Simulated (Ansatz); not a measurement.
Here is an Ansatz 0.2.0 calculation.

input.yaml

```yaml
crystal:
  lattice:
    - [-1.582345, 1.582345, 1.582345]
    - [1.582345, -1.582345, 1.582345]
    - [1.582345, 1.582345, -1.582345]
  atoms:
    - { symbol: W, position: [0.0, 0.0, 0.0] }
hamiltonian:
  xc: pbesol
  pseudopotentials: { kind: paw }
kpoints:
  mp_grid: { grid: [9, 9, 9] }
scf:
  occupations: { method: fermi_dirac, width: 0.05 }
output:
  forces: true
  stress: true
elastic:
  mode: relaxed_ion
  stencil: two_point
```

Potentials or basis: Ansatz PAW.

Command:

```sh
$ ansatz run input.yaml --threads 2 --pin off --max-ram 5632MiB --backend cpu --events-out ev --progress --plain --runs-dir out
```

**Question.** Predict the elastic constants C11, C12, C44.

**Answer.** 478, 228, 103 GPa.

**Question.** What does it give for the Voigt bulk modulus?

**Answer.** 311 GPa.

**Question.** What does it give for the pressure?

**Answer.** -3.4 GPa.

**Question.** Predict the band gap on the k mesh.

**Answer.** None (metal or under the smearing width).

Elastic tensor in Voigt notation (GPa, in the Cartesian axes of the cell as first typed):
```
478 228 228   0   0   0
228 478 228   0   0   0
228 228 478   0   0   0
  0   0   0 103   0   0
  0   0   0   0 103   0
  0   0   0   0   0 103
```

Caveat: the cell is more than 3 GPa from zero pressure, which shifts response properties; elastic constants of metals need much finer meshes, so these are rough; the PAW data sets come from PBE, with cores solved anew for the run's functional, which leaves a small shift of forces and pressure. Spin-orbit coupling is left out, which matters for the levels of W.
